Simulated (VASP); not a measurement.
All values below come from PBEsol GGA, VASP's PBE PAW potentials (set 64) (plane waves; VASP).

A VASP calculation is set up with these files.

INCAR:
```
# general
SYSTEM = BeO
PREC   = Accurate
ENCUT  = 650   # plane-wave cut-off (eV)
LREAL  = F
LASPH  = T

# electronic loop
EDIFF  = 1E-7   # SCF stop (eV)
NELM   = 100
ALGO   = Normal   # blocked Davidson

# smearing
ISMEAR = 0
SIGMA  = 0.05   # width (eV)

# functional
GGA    = PS   # PBEsol

# ions
IBRION = 6
NSW    = 1   # most ionic steps
ISIF   = 3   # ions, shape and volume
POTIM  = 0.015   # step
NFREE  = 2

# output
LWAVE  = F
LCHARG = F
```

### KPOINTS
```
Automatic mesh
0
Gamma
9 9 5
0 0 0
```

**POSCAR**
```
BeO
1
    1.3475550313    -2.3340341878     0.0000000000
    1.3475550313     2.3340341878     0.0000000000
    0.0000000000    -0.0000000000     4.3750920580
Be O
2 2
Direct
  0.6666670000   0.3333330000   0.5000633700
  0.3333330000   0.6666670000   0.0000633700
  0.6666670000   0.3333330000   0.8779366300
  0.3333330000   0.6666670000   0.3779366300
```

POTCAR, in this order: Be O (PBE.64 set). Program: vasp_std.

What VASP printed:

OUTCAR:
```
 ion  position               nearest neighbor table
   1  0.667  0.333  0.500-   4 1.65   4 1.65   4 1.65   3 1.65
   2  0.333  0.667  0.000-   3 1.65   3 1.65   3 1.65   4 1.65
   3  0.667  0.333  0.878-   2 1.65   2 1.65   2 1.65   1 1.65
   4  0.333  0.667  0.378-   1 1.65   1 1.65   1 1.65   2 1.65
  LATTYP: Found a hexagonal cell.
 ALAT       =     2.6951104156
 C/A-ratio  =     1.6233442729
 Subroutine PRICEL returns:
 Original cell was already a primitive cell.
 Subroutine GETGRP returns: Found 12 space group operations
The static configuration has the point symmetry C_3v.
 The point group associated with its full space group is C_6v.
The dynamic configuration has the point symmetry C_3v.
 Subroutine INISYM returns: Found 12 space group operations
 Subroutine IBZKPT returns following result:
 Found     36 irreducible k-points:

 Following reciprocal coordinates:
            Coordinates               Weight
  0.000000  0.000000  0.000000      1.000000
  0.111111  0.000000  0.000000      6.000000
  0.222222  0.000000  0.000000      6.000000
  0.333333  0.000000  0.000000      6.000000
  0.444444  0.000000  0.000000      6.000000
...
```

OSZICAR:
```
...
DAV:   3    -0.296593150970E+02    0.42174E-02   -0.47000E-03  3484   0.796E-01    0.323E-02
DAV:   4    -0.296593299877E+02   -0.14891E-04   -0.33752E-04  3372   0.194E-01    0.221E-02
DAV:   5    -0.296593180431E+02    0.11945E-04   -0.10687E-05  3504   0.399E-02    0.273E-03
DAV:   6    -0.296593170576E+02    0.98546E-06   -0.12979E-06  3432   0.126E-02    0.115E-03
DAV:   7    -0.296593170177E+02    0.39898E-07   -0.42849E-08  2132   0.294E-03
  12 F= -.29659317E+02 E0= -.29659317E+02  d E =-.118624E-16
       N       E                     dE             d eps       ncg     rms          rms(c)
DAV:   1    -0.296813971636E+02   -0.22080E-01   -0.97963E-01  3176   0.945E+00    0.101E+00
DAV:   2    -0.296667305233E+02    0.14667E-01   -0.11378E-02  3556   0.120E+00    0.584E-01
DAV:   3    -0.296592552629E+02    0.74753E-02   -0.93680E-03  3464   0.111E+00    0.319E-02
DAV:   4    -0.296593157366E+02   -0.60474E-04   -0.62727E-04  3296   0.261E-01    0.273E-02
DAV:   5    -0.296593161888E+02   -0.45220E-06   -0.61887E-06  3556   0.326E-02    0.926E-03
DAV:   6    -0.296593171458E+02   -0.95703E-06   -0.20974E-06  3264   0.170E-02    0.436E-03
DAV:   7    -0.296593170193E+02    0.12649E-06   -0.24187E-07  3104   0.673E-03    0.895E-04
DAV:   8    -0.296593170220E+02   -0.27106E-08   -0.66304E-08  1832   0.264E-03
  13 F= -.29659317E+02 E0= -.29659317E+02  d E =-.654908E-17
       N       E                     dE             d eps       ncg     rms          rms(c)
DAV:   1    -0.296667409095E+02   -0.74239E-02   -0.43805E-01  5536   0.697E+00    0.530E-01
DAV:   2    -0.296628447059E+02    0.38962E-02   -0.54379E-03  6300   0.851E-01    0.305E-01
DAV:   3    -0.296607699465E+02    0.20748E-02   -0.25890E-03  6032   0.594E-01    0.154E-02
DAV:   4    -0.296607887982E+02   -0.18852E-04   -0.19804E-04  6028   0.150E-01    0.151E-02
DAV:   5    -0.296607881806E+02    0.61760E-06   -0.23875E-06  6116   0.212E-02    0.514E-03
DAV:   6    -0.296607883897E+02   -0.20911E-06   -0.10421E-06  6104   0.114E-02    0.203E-03
DAV:   7    -0.296607883685E+02    0.21211E-07   -0.99513E-08  3660   0.424E-03
  14 F= -.29660788E+02 E0= -.29660788E+02  d E =-.113514E-10
       N       E                     dE             d eps       ncg     rms          rms(c)
DAV:   1    -0.296609782337E+02   -0.18984E-03   -0.82411E-02  5424   0.237E+00    0.125E-01
DAV:   2    -0.296608726331E+02    0.10560E-03   -0.12301E-03  6372   0.387E-01    0.731E-02
DAV:   3    -0.296607860122E+02    0.86621E-04   -0.25523E-04  5924   0.198E-01    0.849E-03
DAV:   4    -0.296607886894E+02   -0.26773E-05   -0.30901E-05  6288   0.575E-02    0.725E-03
DAV:   5    -0.296607883300E+02    0.35943E-06   -0.16194E-06  6084   0.174E-02    0.745E-04
DAV:   6    -0.296607883700E+02   -0.39997E-07   -0.32798E-07  5776   0.581E-03
  15 F= -.29660788E+02 E0= -.29660788E+02  d E =-.113399E-10
       N       E                     dE             d eps       ncg     rms          rms(c)
DAV:   1    -0.296602454590E+02    0.54287E-03   -0.77155E-02  1220   0.253E+00    0.826E-02
DAV:   2    -0.296602685589E+02   -0.23100E-04   -0.16287E-03  1596   0.474E-01    0.584E-02
DAV:   3    -0.296601771837E+02    0.91375E-04   -0.14977E-04  1436   0.154E-01    0.216E-02
DAV:   4    -0.296601511260E+02    0.26058E-04   -0.35788E-05  1576   0.783E-02    0.130E-02
DAV:   5    -0.296601431718E+02    0.79542E-05   -0.22763E-05  1544   0.783E-02    0.336E-03
DAV:   6    -0.296601430470E+02    0.12480E-06   -0.43799E-06  1508   0.274E-02    0.244E-03
DAV:   7    -0.296601420785E+02    0.96843E-06   -0.85404E-07  1464   0.104E-02    0.454E-04
DAV:   8    -0.296601420465E+02    0.32056E-07   -0.38687E-08   848   0.364E-03
  16 F= -.29660142E+02 E0= -.29660142E+02  d E =-.157660E-10
       N       E                     dE             d eps       ncg     rms          rms(c)
DAV:   1    -0.296602246691E+02   -0.82591E-04   -0.13558E-01  1260   0.334E+00    0.124E-01
DAV:   2    -0.296602395386E+02   -0.14869E-04   -0.30146E-03  1576   0.628E-01    0.817E-02
DAV:   3    -0.296601219446E+02    0.11759E-03   -0.63989E-04  1452   0.269E-01    0.307E-02
DAV:   4    -0.296601029479E+02    0.18997E-04   -0.51950E-05  1544   0.119E-01    0.153E-02
DAV:   5    -0.296601000731E+02    0.28748E-05   -0.39866E-05  1552   0.978E-02    0.629E-03
DAV:   6    -0.296600999745E+02    0.98551E-07   -0.50033E-06  1412   0.289E-02    0.292E-03
DAV:   7    -0.296600999323E+02    0.42265E-07   -0.13774E-06  1512   0.125E-02    0.786E-04
DAV:   8    -0.296600999147E+02    0.17530E-07   -0.83351E-08   860   0.464E-03
  17 F= -.29660100E+02 E0= -.29660100E+02  d E =-.585091E-20
       N       E                     dE             d eps       ncg     rms          rms(c)
DAV:   1    -0.296592411844E+02    0.85875E-03   -0.12751E+00  4912   0.113E+01    0.158E-01
DAV:   2    -0.296609468561E+02   -0.17057E-02   -0.20729E-02  6472   0.154E+00    0.888E-02
DAV:   3    -0.296607412402E+02    0.20562E-03   -0.25205E-04  5696   0.214E-01    0.415E-02
DAV:   4    -0.296607018154E+02    0.39425E-04   -0.17935E-04  6464   0.164E-01    0.119E-02
DAV:   5    -0.296607035007E+02   -0.16853E-05   -0.29329E-05  5976   0.603E-02    0.702E-03
DAV:   6    -0.296607033672E+02    0.13345E-06   -0.10146E-06  6208   0.132E-02    0.441E-03
DAV:   7    -0.296607032430E+02    0.12424E-06   -0.87505E-07  5904   0.113E-02    0.135E-03
DAV:   8    -0.296607032031E+02    0.39928E-07   -0.18135E-07  4676   0.739E-03
  18 F= -.29660703E+02 E0= -.29660703E+02  d E =-.394123E-20
       N       E                     dE             d eps       ncg     rms          rms(c)
DAV:   1    -0.296596097260E+02    0.10935E-02   -0.26455E+00  5012   0.155E+01    0.245E-01
DAV:   2    -0.296613615704E+02   -0.17518E-02   -0.31982E-02  6360   0.191E+00    0.139E-01
DAV:   3    -0.296606812191E+02    0.68035E-03   -0.14936E-03  5852   0.496E-01    0.310E-02
DAV:   4    -0.296607076358E+02   -0.26417E-04   -0.27681E-04  6380   0.161E-01    0.249E-02
DAV:   5    -0.296607036625E+02    0.39733E-05   -0.59611E-06  5764   0.329E-02    0.110E-02
DAV:   6    -0.296607032004E+02    0.46212E-06   -0.34428E-06  6304   0.225E-02    0.153E-03
DAV:   7    -0.296607032241E+02   -0.23685E-07   -0.26373E-07  5136   0.558E-03
  19 F= -.29660703E+02 E0= -.29660703E+02  d E =-.236973E-20
       N       E                     dE             d eps       ncg     rms          rms(c)
DAV:   1    -0.296582559739E+02    0.24472E-02   -0.24434E+00  1200   0.158E+01    0.160E-01
DAV:   2    -0.296602549374E+02   -0.19990E-02   -0.29202E-02  1596   0.190E+00    0.100E-01
DAV:   3    -0.296598539228E+02    0.40101E-03   -0.71311E-04  1496   0.349E-01    0.354E-02
DAV:   4    -0.296598240298E+02    0.29893E-04   -0.20059E-04  1544   0.151E-01    0.145E-02
DAV:   5    -0.296598167456E+02    0.72842E-05   -0.25422E-05  1464   0.599E-02    0.399E-03
DAV:   6    -0.296598165453E+02    0.20028E-06   -0.31116E-06  1588   0.200E-02    0.120E-03
DAV:   7    -0.296598164692E+02    0.76168E-07   -0.25452E-07  1188   0.589E-03
  20 F= -.29659816E+02 E0= -.29659816E+02  d E =-.234171E-19
       N       E                     dE             d eps       ncg     rms          rms(c)
DAV:   1    -0.296584031205E+02    0.14134E-02   -0.42513E+00  1200   0.204E+01    0.251E-01
DAV:   2    -0.296607275707E+02   -0.23245E-02   -0.49880E-02  1580   0.246E+00    0.149E-01
DAV:   3    -0.296598734036E+02    0.85417E-03   -0.18341E-03  1412   0.540E-01    0.504E-02
DAV:   4    -0.296598695229E+02    0.38808E-05   -0.43582E-04  1560   0.217E-01    0.189E-02
DAV:   5    -0.296598704654E+02   -0.94252E-06   -0.18684E-05  1332   0.472E-02    0.812E-03
DAV:   6    -0.296598706054E+02   -0.13999E-06   -0.12471E-06  1560   0.131E-02    0.188E-03
DAV:   7    -0.296598705464E+02    0.59025E-07   -0.16492E-07   960   0.673E-03
  21 F= -.29659871E+02 E0= -.29659871E+02  d E =-.796972E-12
```

### OUTCAR
```
------------------------ aborting loop because EDIFF is reached ----------------------------------------
  FORCE on cell =-STRESS in cart. coord.  units (eV):
  Direction    XX          YY          ZZ          XY          YZ          ZX
  --------------------------------------------------------------------------------------
  Total       -0.0729962     -0.0729962      0.0552895      0.0000000      0.0000000      0.0000000
  in kB       -4.2495188     -4.2495203      3.2187108      0.0000000      0.0000000      0.0000000
  external PRESSURE =      -1.7601094 kB  Pullay stress =       0.0000000 kB
  volume of cell :       27.52
      direct lattice vectors                 reciprocal lattice vectors
     1.347555031 -2.334034188  0.000000000     0.371042361 -0.214221369  0.000000000
     1.347555031  2.334034188  0.000000000     0.371042361  0.214221369  0.000000000
     0.000000000  0.000000000  4.375092058     0.000000000  0.000000000  0.228566619
 POSITION                                       TOTAL-FORCE (eV/Angst)
 -----------------------------------------------------------------------------------
      1.34756     -0.77801      2.18782         0.000000     -0.000000     -0.061444
      1.34756      0.77801      0.00028        -0.000000     -0.000000     -0.088256
      1.34756     -0.77801      3.82605         0.000000      0.000000      0.301318
      1.34756      0.77801      1.65351        -0.000000     -0.000000     -0.151618
 -----------------------------------------------------------------------------------
    total drift:                               -0.000001      0.000000      0.000311
  FREE ENERGIE OF THE ION-ELECTRON SYSTEM (eV)
  ---------------------------------------------------
  free  energy   TOTEN  =       -29.6598705464 eV

  energy  without entropy=      -29.6598705464  energy(sigma->0) =      -29.65987055

   1 f  =   26.144430 THz   164.270296 2PiTHz  872.084298 cm-1   108.124624 meV
             X         Y         Z           dx          dy          dz
      1.347555 -0.778013  2.187823    -0.000000   -0.000000    0.694264
      1.347555  0.778013  0.000277    -0.000000    0.000000   -0.694264
      1.347555 -0.778013  3.841054     0.000000   -0.000000    0.134154
      1.347555  0.778013  1.653508     0.000000   -0.000000   -0.134154

   2 f  =   21.894473 THz   137.567032 2PiTHz  730.321014 cm-1    90.548225 meV
             X         Y         Z           dx          dy          dz
      1.347555 -0.778013  2.187823     0.000000   -0.565610   -0.000000
      1.347555  0.778013  0.000277     0.000000   -0.565610   -0.000000
      1.347555 -0.778013  3.841054    -0.000000    0.424364    0.000000
      1.347555  0.778013  1.653508    -0.000000    0.424364   -0.000000

   3 f  =   21.894469 THz   137.567008 2PiTHz  730.320886 cm-1    90.548209 meV
             X         Y         Z           dx          dy          dz
      1.347555 -0.778013  2.187823    -0.565610   -0.000000   -0.000000
      1.347555  0.778013  0.000277    -0.565610   -0.000000   -0.000000
      1.347555 -0.778013  3.841054     0.424364    0.000000    0.000000
      1.347555  0.778013  1.653508     0.424364    0.000000    0.000000

   4 f  =   21.138862 THz   132.819385 2PiTHz  705.116526 cm-1    87.423268 meV
             X         Y         Z           dx          dy          dz
      1.347555 -0.778013  2.187823     0.000000    0.000000    0.134154
      1.347555  0.778013  0.000277    -0.000000   -0.000000   -0.134154
      1.347555 -0.778013  3.841054     0.000000    0.000000   -0.694264
      1.347555  0.778013  1.653508     0.000000   -0.000000    0.694264

   5 f  =   20.837253 THz   130.924324 2PiTHz  695.055958 cm-1    86.175917 meV
             X         Y         Z           dx          dy          dz
      1.347555 -0.778013  2.187823     0.000000    0.580023    0.000000
      1.347555  0.778013  0.000277    -0.000000   -0.580023    0.000000
      1.347555 -0.778013  3.841054     0.000000    0.404443    0.000000
      1.347555  0.778013  1.653508    -0.000000   -0.404443   -0.000000

   6 f  =   20.837250 THz   130.924302 2PiTHz  695.055837 cm-1    86.175902 meV
             X         Y         Z           dx          dy          dz
      1.347555 -0.778013  2.187823     0.580023   -0.000000    0.000000
      1.347555  0.778013  0.000277    -0.580023    0.000000    0.000000
      1.347555 -0.778013  3.841054     0.404443   -0.000000   -0.000000
      1.347555  0.778013  1.653508    -0.404443    0.000000   -0.000000

   7 f  =   20.672478 THz   129.889007 2PiTHz  689.559627 cm-1    85.494459 meV
             X         Y         Z           dx          dy          dz
      1.347555 -0.778013  2.187823     0.000000    0.000000   -0.565577
      1.347555  0.778013  0.000277    -0.000000   -0.000000   -0.565577
      1.347555 -0.778013  3.841054     0.000000    0.000000    0.424409
      1.347555  0.778013  1.653508    -0.000000   -0.000000    0.424409

   8 f  =    9.678337 THz    60.810786 2PiTHz  322.834577 cm-1    40.026368 meV
             X         Y         Z           dx          dy          dz
      1.347555 -0.778013  2.187823     0.000000    0.404443    0.000000
      1.347555  0.778013  0.000277    -0.000000   -0.404443    0.000000
      1.347555 -0.778013  3.841054    -0.000000   -0.580023    0.000000
      1.347555  0.778013  1.653508     0.000000    0.580023    0.000000

   9 f  =    9.678335 THz    60.810775 2PiTHz  322.834520 cm-1    40.026361 meV
             X         Y         Z           dx          dy          dz
      1.347555 -0.778013  2.187823     0.404443   -0.000000   -0.000000
      1.347555  0.778013  0.000277    -0.404443    0.000000    0.000000
      1.347555 -0.778013  3.841054    -0.580023    0.000000   -0.000000
      1.347555  0.778013  1.653508     0.580023   -0.000000   -0.000000

  10 f/i=    0.001862 THz     0.011701 2PiTHz    0.062121 cm-1     0.007702 meV
             X         Y         Z           dx          dy          dz
      1.347555 -0.778013  2.187823     0.000000   -0.000000   -0.424409
      1.347555  0.778013  0.000277     0.000000   -0.000000   -0.424409
      1.347555 -0.778013  3.841054     0.000000   -0.000000   -0.565577
      1.347555  0.778013  1.653508     0.000000   -0.000000   -0.565577

  11 f/i=    0.003698 THz     0.023235 2PiTHz    0.123352 cm-1     0.015294 meV
             X         Y         Z           dx          dy          dz
      1.347555 -0.778013  2.187823    -0.424355   -0.002906   -0.000000
      1.347555  0.778013  0.000277    -0.424355   -0.002906   -0.000000
      1.347555 -0.778013  3.841054    -0.565597   -0.003873   -0.000000
      1.347555  0.778013  1.653508    -0.565597   -0.003873   -0.000000

  12 f/i=    0.003698 THz     0.023235 2PiTHz    0.123352 cm-1     0.015294 meV
             X         Y         Z           dx          dy          dz
      1.347555 -0.778013  2.187823     0.002906   -0.424355    0.000000
      1.347555  0.778013  0.000277     0.002906   -0.424355    0.000000
      1.347555 -0.778013  3.841054     0.003873   -0.565597    0.000000
      1.347555  0.778013  1.653508     0.003873   -0.565597    0.000000

...
```
(Selected blocks of OUTCAR.)

The compound is BeO in the wurtzite structure. It was relaxed first.
